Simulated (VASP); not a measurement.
# NaI (Fm-3m) in VASP: equation of state, part 2 of 2

VASP 6.6.1.

## 6. Equation of state, PBE, 35.25 Å³/atom (volume scaled by 1.04)

The input, INCAR:

```
SYSTEM = NaI
ALGO = Normal
EDIFF = 1E-7
ENCUT = 520
GGA = PE
ISIF = 2
ISMEAR = -1
LASPH = .True.
LCHARG = .False.
LREAL = .False.
LWAVE = .False.
NBANDS = 14
NELM = 80
PREC = Accurate
SIGMA = 0.05
```

The input, KPOINTS:

```
k-points
0
Gamma
  7 7 7
  0 0 0
```

The input, POSCAR:

```
NaI
1.0
    0.0000000000      3.2789890945      3.2789890945
    3.2789890945      0.0000000000      3.2789890945
    3.2789890945      3.2789890945      0.0000000000
I Na
1 1
Direct
    0.5000000000      0.5000000000      0.5000000000
    0.0000000000      0.0000000000      0.0000000000
```

Potentials or basis: VASP PAW PBE potentials, release 64 (I, Na_pv).

Run with:

```bash
cat potpaw_PBE.64/I/POTCAR potpaw_PBE.64/Na_pv/POTCAR > POTCAR
mpirun -np 1 vasp_std > vasp.out
```

OUTCAR:

```text
SYSTEM = NaI
   EDIFF = 1E-7
   ENCUT = 520
   GGA = PE
   ISIF = 2
   ISMEAR = -1
   LASPH = .True.
   LREAL = .False.
   NELM = 80
   PREC = Accurate

 ion  position               nearest neighbor table
   1  0.500  0.500  0.500-
   2  0.000  0.000  0.000-

  LATTYP: Found a face centered cubic cell.
 ALAT       =     6.5579781890

  Lattice vectors:

 A1 = (   0.0000000000,   3.2789890945,   3.2789890945)
 A2 = (   3.2789890945,   0.0000000000,   3.2789890945)
[... 518 lines left out ...]
------------------------ aborting loop because EDIFF is reached ----------------------------------------

  FORCE on cell =-STRESS in cart. coord.  units (eV):
  Direction    XX          YY          ZZ          XY          YZ          ZX
  --------------------------------------------------------------------------------------
  -------------------------------------------------------------------------------------
  Total       -0.0812813     -0.0812813     -0.0812813      0.0000000     -0.0000000      0.0000000
  in kB       -1.8469338     -1.8469338     -1.8469338      0.0000000     -0.0000000      0.0000000
  external PRESSURE =      -1.8469338 kB  Pullay stress =       0.0000000 kB

 VOLUME and BASIS-vectors are now :
 -----------------------------------------------------------------------------
  energy-cutoff  :      520.00
  volume of cell :       70.51
      direct lattice vectors                 reciprocal lattice vectors
     0.000000000  3.278989094  3.278989094    -0.152486021  0.152486021  0.152486021
     3.278989094  0.000000000  3.278989094     0.152486021 -0.152486021  0.152486021
     3.278989094  3.278989094  0.000000000     0.152486021  0.152486021 -0.152486021

 POSITION                                       TOTAL-FORCE (eV/Angst)
 -----------------------------------------------------------------------------------
      3.27899      3.27899      3.27899        -0.000000     -0.000000      0.000000
      0.00000      0.00000      0.00000         0.000000      0.000000     -0.000000
 -----------------------------------------------------------------------------------
    total drift:                                0.000000      0.000000      0.000000

  FREE ENERGIE OF THE ION-ELECTRON SYSTEM (eV)
  ---------------------------------------------------
  free  energy   TOTEN  =        -5.3870846596 eV

  energy  without entropy=       -5.3870846596  energy(sigma->0) =       -5.38708466
```

OSZICAR:

```text
N       E                     dE             d eps       ncg     rms          rms(c)
DAV:   1     0.830213721429E+02    0.83021E+02   -0.65475E+03   560   0.890E+02
DAV:   2     0.121192421919E+01   -0.81809E+02   -0.75487E+02   608   0.218E+02
DAV:   3    -0.530036097500E+01   -0.65123E+01   -0.64712E+01   716   0.609E+01
DAV:   4    -0.545795450154E+01   -0.15759E+00   -0.15755E+00   736   0.959E+00
DAV:   5    -0.546078237975E+01   -0.28279E-02   -0.28278E-02   728   0.120E+00    0.159E+00
DAV:   6    -0.539436366666E+01    0.66419E-01   -0.77436E-02   680   0.158E+00    0.108E+00
DAV:   7    -0.538483997502E+01    0.95237E-02   -0.68547E-02   656   0.132E+00    0.613E-01
DAV:   8    -0.538711116244E+01   -0.22712E-02   -0.58594E-03   656   0.595E-01    0.180E-01
DAV:   9    -0.538706783655E+01    0.43326E-04   -0.21193E-04   656   0.124E-01    0.440E-02
DAV:  10    -0.538708312573E+01   -0.15289E-04   -0.39750E-05   668   0.612E-02    0.992E-03
DAV:  11    -0.538708421926E+01   -0.10935E-05   -0.40612E-06   728   0.182E-02    0.196E-03
DAV:  12    -0.538708461134E+01   -0.39208E-06   -0.56111E-07   644   0.553E-03    0.874E-04
DAV:  13    -0.538708465956E+01   -0.48229E-07   -0.13610E-08   596   0.815E-04
   1 F= -.53870847E+01 E0= -.53870847E+01  d E =-.106568E-10
```

It took 12 s on 1 thread of Intel Xeon 6975P-C (Granite Rapids), shared host; peak memory 0.2 GiB.

Results:

```
Free energy            : -5.3871 eV
Pressure               : -0.2 GPa
Band gap on the k mesh : 3.54 eV, direct
```

Caveat: spin-orbit coupling is left out, which moves the levels of the heavy elements.

## 7. Equation of state, PBE, 35.93 Å³/atom (volume scaled by 1.06)

The input, INCAR:

```
SYSTEM = NaI
PREC     = Accurate       ! precision mode
ENCUT    = 520            ! plane-wave cutoff, eV
EDIFF    = 1E-7           ! SCF threshold, eV
ISMEAR   = -1             ! smearing method
SIGMA    = 0.05           ! smearing width, eV
LREAL    = .FALSE.        ! projectors in reciprocal space
LASPH    = .TRUE.         ! aspherical terms in the spheres
NELM     = 100            ! most SCF steps
ALGO     = Normal         ! electronic algorithm
ISIF     = 2              ! what is computed and relaxed
LWAVE    = .FALSE.        ! write WAVECAR
LCHARG   = .FALSE.        ! write CHGCAR
GGA      = PE             ! functional
NBANDS   = 14             ! bands
```

The input, KPOINTS:

```
Automatic mesh
0
G
  7 7 7
  0 0 0
```

The input, POSCAR:

```
NaI
1.0
    0.0000000000      3.2998749385      3.2998749385
    3.2998749385      0.0000000000      3.2998749385
    3.2998749385      3.2998749385      0.0000000000
I Na
1 1
Direct
    0.5000000000      0.5000000000      0.5000000000
    0.0000000000      0.0000000000      0.0000000000
```

Run with:

```bash
cat potpaw_PBE.64/I/POTCAR potpaw_PBE.64/Na_pv/POTCAR > POTCAR
mpirun -np 1 vasp_std > vasp.out
```

Wall time 15 s (1 thread of Intel Xeon 6975P-C (Granite Rapids), shared host); peak memory 0.19 GiB.

The run converged. Its results:

| Quantity | Value |
| --- | --- |
| Free energy | -5.3845 eV |
| Pressure | -0.4 GPa |
| Band gap on the k mesh | 3.49 eV, direct |

Caveat: spin-orbit coupling is left out, which moves the levels of the heavy elements.

## 8. Equation of state, PBE

Potentials or basis: VASP PAW PBE potentials, release 64 (I, Na_pv).

This step only gathers the single runs of the series.

What came out:

- Equilibrium volume: 34.84 Å³/atom
- Bulk modulus: 15.1 GPa
- Pressure derivative of the bulk modulus: 4.7

Energy against volume, from the lowest point:
```
volume (Å³/atom)  energy (meV/atom)
          31.865              14.06
          32.543               8.01
          33.221               3.77
          33.899               1.15
          34.577               0.00
          35.255               0.14
          35.933               1.44
```
